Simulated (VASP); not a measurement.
# From VASP inputs to Ansatz: CdS (strained rocksalt)

INCAR

```
LREAL = .FALSE.
PREC = Accurate
NELM = 120
EDIFF = 1E-7
LWAVE = .FALSE.
ISMEAR = -1
NSW = 0
ISIF = 2
LCHARG = .FALSE.
SIGMA = 0.02
IBRION = -1
GGA = PE
LASPH = .TRUE.
NBANDS = 16
ENCUT = 520
```

KPOINTS

```
KPOINTS created by Atomic Simulation Environment
0
Gamma
8 8 8
0 0 0
```

KPOINTS_OPT

```
special points
6
Reciprocal
0.0000000000 0.0000000000 0.0000000000 1
0.5000000000 0.0000000000 0.5000000000 1
0.6250000000 0.2500000000 0.6250000000 1
0.3750000000 0.3750000000 0.7500000000 1
0.5000000000 0.5000000000 0.5000000000 1
0.5000000000 0.2500000000 0.7500000000 1
```

POSCAR

```
Cd S
 1.0000000000000000
     0.0000000000000000    2.8898377815999998    2.8898377815999998
     2.8898377815999998    0.0000000000000000    2.8898377815999998
     2.8898377815999998    2.8898377815999998    0.0000000000000000
 Cd  S
   1   1
Cartesian
  0.0000000000000000  0.0000000000000000  0.0000000000000000
  2.8898377816000003  2.8898377816000003  2.8898377816000003
```

VASP ran with the recommended PBE PAW datasets (18 valence electrons in the cell).

Problem. Translate these files to an Ansatz input.

Solution. 

```yaml
crystal:
  lattice:
    - [0.0, 2.8898377816, 2.8898377816]
    - [2.8898377816, 0.0, 2.8898377816]
    - [2.8898377816, 2.8898377816, 0.0]
  atoms:
    - { symbol: Cd, position: [0.0, 0.0, 0.0] }
    - { symbol: S, position: [0.5, 0.5, 0.5] }
kpoints:
  mp_grid: { grid: [8, 8, 8] }
  band_path:
    path:
      - [0.0, 0.0, 0.0]
      - [0.5, 0.0, 0.5]
      - [0.625, 0.25, 0.625]
      - [0.375, 0.375, 0.75]
      - [0.5, 0.5, 0.5]
      - [0.5, 0.25, 0.75]
    npoints: 1
hamiltonian:
  xc: pbe
scf:
  occupations: { method: fermi_dirac, width: 0.02 }
  n_extra_bands: 4
output:
  forces: true
  stress: true
  eigenvalues: true
```

Other inputs would serve too.

|  | VASP | Ansatz |
| --- | --- | --- |
| gap between bands v and c | 0.19 eV | 0.20 eV |
| least direct gap | 0.71 eV | 0.72 eV |
| pressure | -7.4 GPa | -7.6 GPa |

The two codes use different PAW datasets and cutoffs. VASP's cell holds 18 valence electrons and Ansatz's 26. Ansatz's stress includes a Pulay correction; VASP's doesn't.
